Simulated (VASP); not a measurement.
A run of VASP 6.6.1 is set up as follows.

INCAR

```
ALGO     = Normal         # electronic algorithm
EDIFF    = 1E-6           # SCF threshold, eV
EDIFFG   = -0.01          # ionic threshold
ENCUT    = 600            # plane-wave cutoff, eV
GGA      = PS             # functional
IBRION   = 2              # ionic algorithm
ISIF     = 3              # what is computed and relaxed
ISMEAR   = -1             # smearing method
KPAR     = 4            
LASPH    = T              # aspherical terms in the spheres
LCHARG   = F              # write CHGCAR
LREAL    = F              # projectors in reciprocal space
LWAVE    = F              # write WAVECAR
NELM     = 100            # most SCF steps
NSW      = 60             # ionic steps
PREC     = Accurate       # precision mode
SIGMA    = 0.05           # smearing width, eV
```

Contents of KPOINTS:

```
k-points
0
Gamma
  8 8 2
```

File POSCAR:

```
SiC
1.0
    3.0800000000      0.0000000000      0.0000000000
   -1.5400000000      2.6673582437      0.0000000000
    0.0000000000      0.0000000000     15.1200000000
Si C
6 6
Direct
    0.0000000000      0.0000000000      0.0000000000
    0.3333333333      0.6666666667      0.1666666667
    0.6666666667      0.3333333333      0.3333333333
    0.0000000000      0.0000000000      0.5000000000
    0.6666666667      0.3333333333      0.6666666667
    0.3333333333      0.6666666667      0.8333333333
    0.0000000000      0.0000000000      0.1250000000
    0.3333333333      0.6666666667      0.2916666667
    0.6666666667      0.3333333333      0.4583333333
    0.0000000000      0.0000000000      0.6250000000
    0.6666666667      0.3333333333      0.7916666667
    0.3333333333      0.6666666667      0.9583333333
```

Potentials or basis: VASP PAW PBE potentials, release 64 (Si, C).

Launch:

```console
$ cat potpaw_PBE.64/Si/POTCAR potpaw_PBE.64/C/POTCAR > POTCAR
$ mpirun -np 4 vasp_std > vasp.out
```

Estimate the relaxed volume.

10.34 Å³/atom.

What does it give for the band gap on the k mesh?

1.91 eV, indirect (least direct gap 3.02 eV).

Forces in eV/Å, atoms in the order of the input:
```
Si   0.000  0.000  0.001
Si   0.000  0.000  0.002
Si   0.000  0.000 -0.001
Si   0.000  0.000  0.001
Si   0.000  0.000  0.002
Si   0.000  0.000 -0.001
C    0.000  0.000  0.001
C    0.000  0.000 -0.001
C    0.000  0.000 -0.001
C    0.000  0.000  0.001
C    0.000  0.000 -0.001
C    0.000  0.000 -0.001
```

Caveat: the PAW data sets were made with another functional, which shifts forces and pressure a little. A hybrid or GW would open this gap; PBEsol tends to underestimate it.
